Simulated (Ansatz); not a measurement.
Ansatz input

```yaml
crystal:
  lattice:
    - [-1.7776163437, 1.777519075, 1.2256184699]
    - [1.777519075, -1.7776163437, 1.2256184699]
    - [2.9168547134, 2.9168547134, -1.2257966178]
  atoms:
    - { symbol: Cr, position: [0.9999703313, 2.96687e-05, 0.0], spin: 1.5 }
    - { symbol: Cr, position: [0.7500296687, 0.2499703313, 0.5], spin: 1.5 }
hamiltonian:
  xc: pbe
  pseudopotentials:
    kind: paw
    azcp:
      Cr: "pseudopotentials/Cr.paw.azcp"
basis:
  ecutwfc: 420
  fft_grid_basis: typed
kpoints:
  mp_grid: { grid: [17, 17, 9], shift: [0, 0, 0] }
magnetization:
  spin_polarized: true
scf:
  occupations: { method: fermi_dirac, width: 0.05 }
  lower_state_search: "off"
output:
  stress: true
  write_density: true
  write_potential: true
  elf: true
  volumetric_format: npy
```

Terminal output

```
Engine: ansatz 0.2.0, x86_64-unknown-linux-gnu
Pseudopotentials: kind: paw
Pseudopotential: Cr, paw, valence charge 14, recommended cutoff 420 eV (normal) 
Functional definition: PBE
  parameter kappa = 0.804
  parameter beta = 0.06672455060314922
  exchange = pbe_x(kappa = kappa, mu = beta*pi^2/3)
  correlation = pbe_c(beta = beta)
Crystal: 2 atoms, lattice volume = 25.418 Å³
Basis set: ecut = 420 eV, 497 PW (Γ)
Bands: 20, of which v1, the nominal top of the filled ones, is band 14 counted from 1 (13 counted from 0)
Symmetry: 4 space group operations
Space group: C2/c (ITA 15), of the structure as read, at distance tolerance 2.9e-5 Å
Magnetic group: BNS 15.85 (UNI 92), of the structure as read, at distance tolerance 2.9e-5 Å
k-points: 693 of 2601
Non-local potential: Cr, projectors of the file, l = 0: 3, l = 1: 2, l = 2: 3, l = 3: 1
PAW form: soft (Blöchl's): semilocal exchange-correlation on the pseudo side does not see the compensation charge
PAW one-centre angular grid: Cr, 590 points (default); XC on 64 Gauss nodes
Initial density: superposition of atomic densities (chi_scale 0.1, normalization cell)
Starting moments: Σ|m| = 3 μB on 2 of 2 sites
Initial wavefunctions: pseudopotential atomic-orbital guess
Functional: x = pbe(κ = 0.804, μ = 0.2195149727645171), c = pbe(β = 0.06672455060314922)
SCF iter   1: F=—  HF=-6757.580543 eV  |F-HF|=—  |Δ(HF+E_count)|=         —  Δρ=2.18e-1 (↑2.18e-1 ↓5.66e-2)  dr2=1.19e1  dr2_m=2.70e0  M=0.778 μB ∫|m|=0.798 μB  β_m=0.30  ethr=3.10e-3  ⟨swp⟩=3.5  Hψ=96310  notcnv=0
SCF iter   2: F=—  HF=-6755.448326 eV  |F-HF|=—  |Δ(HF+E_count)|=    2.13e0  Δρ=1.29e-1 (↑1.29e-1 ↓4.58e-2)  dr2=3.25e0  dr2_m=1.37e0  M=0.733 μB ∫|m|=0.758 μB  β_m=0.30  ethr=3.10e-3  ⟨swp⟩=2.0  Hψ=63008  notcnv=0  defer=736
SCF iter   3: F=—  HF=-6754.803730 eV  |F-HF|=—  |Δ(HF+E_count)|=   6.45e-1  Δρ=6.10e-2 (↑4.97e-2 ↓6.10e-2)  dr2=9.35e-2  dr2_m=6.54e-1  M=0.746 μB ∫|m|=0.761 μB  β_m=0.30  ethr=3.10e-3  ⟨swp⟩=2.5  Hψ=55294  notcnv=0  defer=704
SCF iter   4: F=—  HF=-6754.832951 eV  |F-HF|=—  |Δ(HF+E_count)|=   2.92e-2  Δρ=5.33e-2 (↑5.33e-2 ↓3.92e-2)  dr2=5.21e-2  dr2_m=4.95e-1  M=0.557 μB ∫|m|=0.579 μB  β_m=0.30  ethr=3.34e-4  ⟨swp⟩=2.6  Hψ=65434  notcnv=0  defer=406
SCF iter   5: F=—  HF=-6754.872201 eV  |F-HF|=—  |Δ(HF+E_count)|=   3.92e-2  Δρ=3.81e-2 (↑3.57e-2 ↓3.81e-2)  dr2=1.56e-3  dr2_m=3.16e-1  M=0.466 μB ∫|m|=0.486 μB  β_m=0.30  ethr=1.86e-4  ⟨swp⟩=2.2  Hψ=47394  notcnv=0  defer=406
SCF iter   6: F=—  HF=-6754.912174 eV  |F-HF|=—  |Δ(HF+E_count)|=   4.00e-2  Δρ=3.07e-2 (↑3.01e-2 ↓3.07e-2)  dr2=2.05e-4  dr2_m=2.15e-1  M=0.375 μB ∫|m|=0.395 μB  β_m=0.30  ethr=5.56e-6  ⟨swp⟩=2.5  Hψ=52992  notcnv=0  defer=399
SCF iter   7: F=—  HF=-6754.938161 eV  |F-HF|=—  |Δ(HF+E_count)|=   2.60e-2  Δρ=2.51e-2 (↑2.46e-2 ↓2.51e-2)  dr2=7.72e-5  dr2_m=1.44e-1  M=0.304 μB ∫|m|=0.323 μB  β_m=0.30  ethr=7.32e-7  ⟨swp⟩=2.2  Hψ=54987  notcnv=0  defer=399
...
WARN: the starting moments were not kept: the SCF closed with an absolute magnetisation of 2.7e-6 μB, where they sum to 3 μB in size (2 sites). That is at most 0.1 of that sum. Measured as dr2_m measures the in/out step, that magnetisation stands 1.6e-12 eV from none, at or under the dr2_threshold of 1.0e-7 eV: it is no larger than a step whose dr2_m would equal this threshold. The system may hold no moment; this SCF shows only that its start led to no more than that. To try another start: raise the starting moments (crystal.atoms[].spin, magnetization.per_species, magnetization.initial_magnetization, or on a non-collinear deck that types none of these the spinor_matrix: blocks that start its atoms; where the total moment is fixed, keep their sum and leave initial_magnetization as it is; typed ones take the place of any that the run laid by itself, positive ones on a crystal's lanthanoids without a Hubbard term where scf.initial_density.shell_occupations: [] is typed) or, if the notice of its spin-set hold's release reads "site moments contracting" or "site moments show no strong build", lengthen the hold (scf.mixing.spin_hold: { on: { confirm: 4 } }; for m-r²SCAN on two components see the key's manual first). Each may lead to a state that holds a moment. A second SCF, from the converged charge density, with the starting moments and any scf.initial_density.shell_occupations laid on it anew, would have followed, and was not run: the deck does not ask for one (magnetization.retry_lost_moments is false, the default). To let it run, set magnetization.retry_lost_moments: true and run the deck again, where that key's refused combinations let it; where memory then withholds it, that run's warning says so.
SCF 1 converged in 17 iterations: F = -6754.988279 eV  dr2 = 1.53e-12
SCF converged after 17 iterations
Magnetization: 0.0000 μB (14.0000 up, 14.0000 down)
Absolute magnetization: 0.0000 μB (∫|ρ↑−ρ↓|, with the PAW one-centre terms)
Spin contamination: 0.0000 ħ² per cell (⟨S²⟩ above its minimum at these occupations)
Per-site moments (μB) at R_I (Å): [(-4.2434553417007025e-7, 1.011135239259653), (-4.243455342180152e-7, 1.011135239259653)]
Free energy (F): -6754.988279 eV
Harris-Foulkes:  -6754.988279 eV  (|F-HF|=2.73e-12)
Internal energy: -6754.973956 eV  (E = F + TS)
E sigma→0 (E₀):  -6754.981118 eV
Entropy (-TS):   -0.014323 eV (-7.161 meV/atom)
Fermi energy:    17.213653 eV
--- Per-component energies (eV) ---
  E_band       = -343.163392
  E_kinetic    = 682.817508
  E_local      = -2532.964387  (includes V_loc(G=0)·N_el)
  E_nonlocal   = 156.662864
  E_hartree    = 1091.627822
  E_xc         = -278.655133
  E_vxc        = -355.394347  (∫ρ·V_xc dr)
  E_paw        = -2389.080415  (= ΣΔE_a)
  E_vpaw       = -477.541542  (= ΣTr[D̂ρ^β])
  E_aug_tail   = 0.000816  (compensation charges beyond the density's cutoff)
  E_ewald      = -3485.383032
  E_smearing   = -0.014323  (= −TS)
  E_closure    = 0.000000  (closes the sum)
  Σ components = -6754.988279   (vs F -6754.988279, Δ=0.00e0)
--- Stress (GPa, compression-positive) ---
      -16.106867      -0.467426       0.008359
       -0.467426     -16.106867       0.008359
        0.008359       0.008359     -15.712370
  P = ⅓ Tr σ = -15.9754 GPa (-159.754 kbar)
--- Band table (eV; the first three rows and the last of 1386) ---
  k-point 0 ↑: bands = ["-54.4451", "-54.2760", "-26.0614", "-25.6307", "-25.4241", "-25.3397", "-25.3357", "-25.2666", "9.8589", "13.4823", "15.6816", "15.8710", "16.5668", "17.6486", "17.9254", "17.9310", "18.4462", "18.6375", "18.6720", "19.6286"]
  k-point 1 ↑: bands = ["-54.4400", "-54.2811", "-26.0382", "-25.6257", "-25.4342", "-25.3357", "-25.3346", "-25.2914", "9.9862", "13.4650", "15.6830", "15.8513", "16.6168", "17.5198", "17.9129", "17.9956", "18.1285", "18.5685", "18.7057", "19.5914"]
  k-point 2 ↑: bands = ["-54.4255", "-54.2960", "-25.9711", "-25.6113", "-25.4592", "-25.3624", "-25.3315", "-25.3284", "10.3586", "13.3642", "15.7060", "15.8069", "16.7651", "17.2317", "17.2698", "18.0623", "18.0969", "18.3648", "18.7999", "19.4985"]
  k-point 692 ↓: bands = ["-54.3227", "-54.3200", "-26.0246", "-26.0186", "-25.4392", "-25.4273", "-25.3776", "-25.3755", "13.4013", "13.4572", "15.0520", "15.0591", "17.5573", "17.6025", "18.4619", "18.4686", "19.1970", "19.2136", "19.5098", "19.7377"]
```

Command:

```sh
ansatz run input.yaml --threads 1 --pin off --max-ram 3584MiB --backend cpu --events-out ev --progress --plain --runs-dir out
```

On 1 thread of Intel(R) Xeon(R) Platinum 8259CL CPU @ 2.50GHz (Skylake/Cascade Lake) (shared host) this took about 130 s of wall time and 120 s of CPU time.
